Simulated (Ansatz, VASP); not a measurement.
# HfO2: VASP beside Ansatz, part 2 of 2

Wanted: the spread between two codes on one cell, functional and k mesh. The structure shown is the end of the Ansatz relaxation below.

VASP 6.6.1 and Ansatz 0.2.0.

So far: The starting structure; Ansatz: relaxation, PBEsol.

## 3. VASP: single point, PBEsol

Level of this step: PBEsol; plane waves and PAW (Hf_pv, O) (VASP).

The same cell, functional, mesh and smearing now go to VASP, with its own data sets.

Lines of VASP's logs that name or quote its potential files are left out, and so is its time.

Contents of INCAR:

```
SYSTEM = HfO2
PREC = Accurate
ENCUT = 600
EDIFF = 1E-06
NELM = 120
ISMEAR = -1
SIGMA = 0.02
LREAL = .FALSE.
ALGO = Normal
GGA = PS
NBANDS = 56
LASPH = .TRUE.
LORBIT = 11
LWAVE = .FALSE.
LCHARG = .FALSE.
ISIF = 2
GGA_COMPAT = .FALSE.
EFERMI = MIDGAP
KPAR = 2
```

Contents of POSCAR:

```
HfO2
1.0
    5.1988388363      0.0000000000      0.0000000000
    0.0000000000      4.9781253418      0.0000000000
    0.0000000000      0.0000000000      5.1935175000
Hf O
4 8
Direct
    0.9663598681      0.7321474817      0.7508572998
    0.0336401319      0.2678525183      0.2508572998
    0.4663598681      0.2678525183      0.7508572998
    0.5336401319      0.7321474817      0.2508572998
    0.6343828584      0.9309902053      0.8933957423
    0.3656171416      0.0690097947      0.3933957423
    0.1343828584      0.0690097947      0.8933957423
    0.8656171416      0.9309902053      0.3933957423
    0.7669309686      0.4596843741      0.9997470578
    0.2330690314      0.5403156259      0.4997470578
    0.2669309686      0.5403156259      0.9997470578
    0.7330690314      0.4596843741      0.4997470578
```

Contents of KPOINTS:

```
Automatic mesh
0
Gamma
6 6 6
0 0 0
```

Potentials, in the order of the species: Hf_pv and O (PBE family, release 64).

Run with:

```console
$ mpirun -np 2 vasp_std
```

Numbers of over 12 decimals in the logs are rounded to 6 here.

What it wrote:

```text
[banner, memory and clock lines left out]
running    2 mpi-ranks, on    1 nodes
 distrk:  each k-point on    1 cores,    2 groups
 distr:  one band on    1 cores,    1 groups

 POSCAR found type information on POSCAR HfO
 POSCAR found :  2 types and      12 ions
|                                                                             |
|               ----> ADVICE to this user running VASP <----                  |
|                                                                             |
|     You enforced a specific xc type in the INCAR file but a different       |
|     [... a line on the potential file left out ...]
|     I HOPE YOU KNOW WHAT YOU ARE DOING!                                     |
|                                                                             |

 LDA part: xc-table for (Slater+PW92), standard interpolation
 POSCAR, INCAR and KPOINTS ok, starting setup
 FFT: planning ... GRIDC
 FFT: planning ... GRID_SOFT
 FFT: planning ... GRID
 WAVECAR not read
 entering main loop
       N       E                     dE             d eps       ncg     rms          rms(c)
DAV:   1     0.592748585989E+03    0.59275E+03   -0.54565E+04  7168   0.176E+03
DAV:   2    -0.110057998595E+03   -0.70281E+03   -0.68101E+03  8968   0.431E+02
DAV:   3    -0.146438397281E+03   -0.36380E+02   -0.36225E+02  8472   0.871E+01
DAV:   4    -0.146904231860E+03   -0.46583E+00   -0.46502E+00  8968   0.108E+01
DAV:   5    -0.146910894154E+03   -0.66623E-02   -0.66603E-02  8504   0.119E+00    0.106E+02
DAV:   6    -0.127497477251E+03    0.19413E+02   -0.99902E+01  8152   0.393E+01    0.884E+01
DAV:   7    -0.127062686830E+03    0.43479E+00   -0.55309E+00  8904   0.113E+01    0.508E+01
DAV:   8    -0.127013231706E+03    0.49455E-01   -0.50395E-01  8312   0.387E+00    0.105E+01
DAV:   9    -0.126971695949E+03    0.41536E-01   -0.18035E-01  8200   0.212E+00    0.453E+00
DAV:  10    -0.126969227576E+03    0.24684E-02   -0.13968E-02  8880   0.568E-01    0.432E-01
DAV:  11    -0.126969351193E+03   -0.12362E-03   -0.13148E-03  8744   0.192E-01    0.616E-02
DAV:  12    -0.126969374872E+03   -0.23679E-04   -0.17262E-04  8568   0.652E-02    0.123E-01
DAV:  13    -0.126969375189E+03   -0.31743E-06   -0.48331E-05  8688   0.310E-02    0.549E-02
DAV:  14    -0.126969374555E+03    0.63358E-06   -0.56380E-06  8240   0.135E-02
   1 F= -.12696937E+03 E0= -.12696937E+03  d E =0.000000E+00
```

From OUTCAR (step 3):

```text
ion  position               nearest neighbor table
   1  0.966  0.732  0.751-   7 2.03   5 2.12  10 2.13   9 2.14   8 2.17  12 2.24  11 2.24   4 3.44
                             4 3.44   3 3.48   3 3.48   2 3.49   2 3.49   3 3.72   3 3.72   2 3.74
   2  0.034  0.268  0.251-   8 2.03   6 2.12   9 2.13  10 2.14   7 2.17  11 2.24  12 2.24   3 3.44
                             3 3.44   4 3.48   4 3.48   1 3.49   1 3.49   4 3.72   4 3.72   1 3.74
   3  0.466  0.268  0.751-   5 2.03   7 2.12  12 2.13  11 2.14   6 2.17  10 2.24   9 2.24   2 3.44
                             2 3.44   1 3.48   1 3.48   4 3.49   4 3.49   1 3.72   1 3.72   4 3.74
   4  0.534  0.732  0.251-   6 2.03   8 2.12  11 2.13  12 2.14   5 2.17   9 2.24  10 2.24   1 3.44
                             1 3.44   2 3.48   2 3.48   3 3.49   3 3.49   2 3.72   2 3.72   3 3.74
   5  0.634  0.931  0.893-   3 2.03   1 2.12   4 2.17
   6  0.366  0.069  0.393-   4 2.03   2 2.12   3 2.17
   7  0.134  0.069  0.893-   1 2.03   3 2.12   2 2.17
   8  0.866  0.931  0.393-   2 2.03   4 2.12   1 2.17
   9  0.767  0.460  1.000-   2 2.13   1 2.14   4 2.24   3 2.24
  10  0.233  0.540  0.500-   1 2.13   2 2.14   3 2.24   4 2.24
  11  0.267  0.540  1.000-   4 2.13   3 2.14   2 2.24   1 2.24
  12  0.733  0.460  0.500-   3 2.13   4 2.14   1 2.24   2 2.24

  LATTYP: Found a simple orthorhombic cell.
 ALAT       =     4.9781253418
 B/A-ratio  =     1.0432677250
 C/A-ratio  =     1.0443366688

 Subroutine GETGRP returns: Found  4 space group operations
 (whereof  1 operations were pure point group operations)

The static configuration has the point symmetry C_1 .
 The point group associated with its full space group is C_2v.

 Found     64 irreducible k-points:

   k-points           NKPTS =     64   k-points in BZ     NKDIM =     64   number of bands    NBANDS=     56

   dimension x,y,z NGX =    42 NGY =   40 NGZ =   42
   dimension x,y,z NGXF=    84 NGYF=   80 NGZF=   84

   ENCUT  =  600.0 eV  44.10 Ry    6.64 a.u.  10.38  9.94 10.37*2*pi/ulx,y,z

   NELECT =      88.0000    total number of electrons

 k-points in reciprocal lattice and weights: Automatic mesh
   0.00000000  0.00000000  0.00000000       0.005
   0.16666667  0.00000000  0.00000000       0.009
   0.33333333  0.00000000  0.00000000       0.009
   0.50000000  0.00000000  0.00000000       0.005
   0.00000000  0.16666667  0.00000000       0.009
   0.16666667  0.16666667  0.00000000       0.019
   0.33333333  0.16666667  0.00000000       0.019
   0.50000000  0.16666667  0.00000000       0.009
   0.00000000  0.33333333  0.00000000       0.009
[...]
0.33333333  0.50000000  0.50000000       0.009
   0.50000000  0.50000000  0.50000000       0.005

 average (electrostatic) potential at core
       1 -37.3419       2 -37.3419       3 -37.3419       4 -37.3419       5 -69.8932
       6 -69.8932       7 -69.8932       8 -69.8932       9 -70.3434      10 -70.3434
      11 -70.3434      12 -70.3434

 E-fermi :   5.4562

 k-point     1 :       0.0000    0.0000    0.0000
  band No.  band energies     occupation
    ...
     40       2.2372      2.00000
     41       2.2767      2.00000
     42       3.1755      2.00000
     43       3.2970      2.00000
     44       3.3474      2.00000
     45       7.9283      0.00000
     46       8.4822      0.00000
     47       8.5270      0.00000
     48       8.8506      0.00000
     49       8.9183      0.00000
    ...

 k-point     2 :       0.1667    0.0000    0.0000
  band No.  band energies     occupation
    ...
     40       2.2519      2.00000
     41       2.4704      2.00000
     42       2.9874      2.00000
     43       3.1292      2.00000
     44       3.1975      2.00000
     45       7.9876      0.00000
     46       8.4722      0.00000
     47       8.5867      0.00000
     48       8.8638      0.00000
     49       8.8659      0.00000
    ...

 k-point     3 :       0.3333    0.0000    0.0000
  band No.  band energies     occupation
    ...
     40       2.3789      2.00000
     41       2.3963      2.00000
     42       2.7679      2.00000
     43       2.9121      2.00000
     44       3.0172      2.00000
     45       8.1391      0.00000
     46       8.4234      0.00000
     47       8.7001      0.00000
     48       8.7950      0.00000
     49       8.7981      0.00000
    ...

  Total       -2.8011277     -2.7300653    -11.2811616      0.0000000      0.0000000      0.0000000
  in kB      -33.3894846    -32.5424194   -134.4716148      0.0000000      0.0000000      0.0000000
  external PRESSURE =     -66.8011729 kB  Pullay stress =       0.0000000 kB

  energy-cutoff  :      600.00
  volume of cell :      134.41
      direct lattice vectors                 reciprocal lattice vectors
     5.198838836  0.000000000  0.000000000     0.192350644  0.000000000  0.000000000
     0.000000000  4.978125342  0.000000000     0.000000000  0.200878831  0.000000000
     0.000000000  0.000000000  5.193517500     0.000000000  0.000000000  0.192547729

 POSITION                                       TOTAL-FORCE (eV/Angst)
 -----------------------------------------------------------------------------------
      5.02395      3.64472      3.89959        -0.043044      0.004046     -0.031531
      0.17489      1.33340      1.30283         0.043044     -0.004046     -0.031531
      2.42453      1.33340      3.89959        -0.043044     -0.004046     -0.031531
      2.77431      3.64472      1.30283         0.043044      0.004046     -0.031531
      3.29805      4.63459      4.63987         0.025792      0.006372      0.006220
      1.90078      0.34354      2.04311        -0.025792     -0.006372      0.006220
      0.69863      0.34354      4.63987         0.025792     -0.006372      0.006220
      4.50020      4.63459      2.04311        -0.025792      0.006372      0.006220
      3.98715      2.28837      5.19220         0.013224      0.037316      0.025311
      1.21169      2.68976      2.59545        -0.013224     -0.037316      0.025311
      1.38773      2.68976      5.19220         0.013224     -0.037316      0.025311
      3.81111      2.28837      2.59545        -0.013224      0.037316      0.025311
 -----------------------------------------------------------------------------------
    total drift:                                0.000000      0.000000      0.000227

  FREE ENERGIE OF THE ION-ELECTRON SYSTEM (eV)
  ---------------------------------------------------
  free  energy   TOTEN  =      -126.9693745555 eV

  energy  without entropy=     -126.9693745555  energy(sigma->0) =     -126.96937456

 total charge
# of ion       s       p       d       tot
------------------------------------------
    1        0.313   6.618   1.462   8.393
    2        0.313   6.618   1.462   8.393
    3        0.313   6.618   1.462   8.393
    4        0.313   6.618   1.462   8.393
    5        1.552   3.521   0.000   5.074
    6        1.552   3.521   0.000   5.074
    7        1.552   3.521   0.000   5.074
    8        1.552   3.521   0.000   5.074
    9        1.550   3.532   0.000   5.082
   10        1.550   3.532   0.000   5.082
   11        1.550   3.532   0.000   5.082
   12        1.550   3.532   0.000   5.082
--------------------------------------------------
tot         13.660  54.686   5.849  74.195

[... 3 further parts left out ...]
```

The run ends at a pressure of -6.68 GPa, with forces up to 0.054 eV/Å.

## 4. Differences

Known differences besides the potentials themselves: the data sets hold 152 valence electrons in Ansatz (on its PAW soft_1 files) and 88 in VASP; Ansatz makes its cores anew for this functional, VASP keeps those of its PBE data sets; Ansatz's pressure holds a Pulay correction, VASP's none. Total energies have different zeros and are not compared.

The two programs side by side:

```tsv
quantity	Ansatz	VASP	difference
pressure (GPa)	-3.36	-6.68	+3.32
gap on the k mesh (eV)	4.261	4.218	+0.043
```

Forces on 7 of the 12 atoms, those with the largest forces and the largest differences (eV/Å; atoms numbered as in POSCAR):

```tsv
atom	Ansatz x, y, z	VASP x, y, z
Hf1	0.000, 0.001, 0.000	-0.043, 0.004, -0.032
Hf2	0.000, -0.001, 0.000	0.043, -0.004, -0.032
Hf3	0.000, -0.001, 0.000	-0.043, -0.004, -0.032
Hf4	0.000, 0.001, 0.000	0.043, 0.004, -0.032
O10	0.000, 0.000, 0.000	-0.013, -0.037, 0.025
O11	0.000, 0.000, 0.000	0.013, -0.037, 0.025
O12	0.000, 0.000, 0.000	-0.013, 0.037, 0.025
```

The forces differ by 25 meV/Å r.m.s., where the r.m.s. force is 0.000 eV/Å in Ansatz and 0.025 eV/Å in VASP: the atoms lie near their places of rest in Ansatz, so a percentage would say little (all taken over all components). A gap on the mesh is an upper bound, since the band edges may lie between its points; neither run holds spin-orbit coupling, which can move the band edges of a compound of Hf.

## 5. Other set-ups

Further runs change the set-up of one program: Ansatz's method, potentials or start, or VASP's data sets, cutoff or form of LDA. The table gives Ansatz less VASP for each quantity, since a change that brings one quantity closer may part another.

```tsv
run	r.m.s. force difference (meV/Å)	pressure (GPa)	gap on the k mesh (eV)
as above	25	3.3	0.043
VASP with the data sets Hf_sv and O	24	2.3	0.044
```

## 6. Results

| Property | Result |
| --- | --- |
| r.m.s. force difference (single point, PBEsol) | 25 meV/Å |
| difference in pressure (single point, PBEsol) | 3.3 GPa |
| difference in gap on the k mesh (single point, PBEsol) | 0.043 eV |

The difference in pressure is 3.3 GPa (single point, PBEsol), beyond the 1 GPa picked in this series as the mark of a large difference. The data sets hold unlike numbers of valence electrons (152 in Ansatz and 88 in VASP), so part of the differences comes from the potentials. By the marks of this series, far apart in the single point, PBEsol pair: the r.m.s. force difference, 25 meV/Å and the difference in pressure, 3.3 GPa. Single point, PBEsol, VASP with the data sets Hf_sv and O: the difference in pressure goes from 3.3 to 2.3 GPa. Such differences can come from data sets, numerical settings and the points named under the comparisons, not from the functional's error against experiment.

[Lines on the potential files, build, host, timing and source positions are cut from VASP's logs without a mark.]

[Logs are printed without paths, hosts, clocks, repeated set-up lines and the standing remarks that a program may print on its own settings, such as how far it seeks lower states.]

[Hosts, paths, dates, database ids (printed as entryN), source tags and the programs' standing remarks are cut or masked in the printed files.]
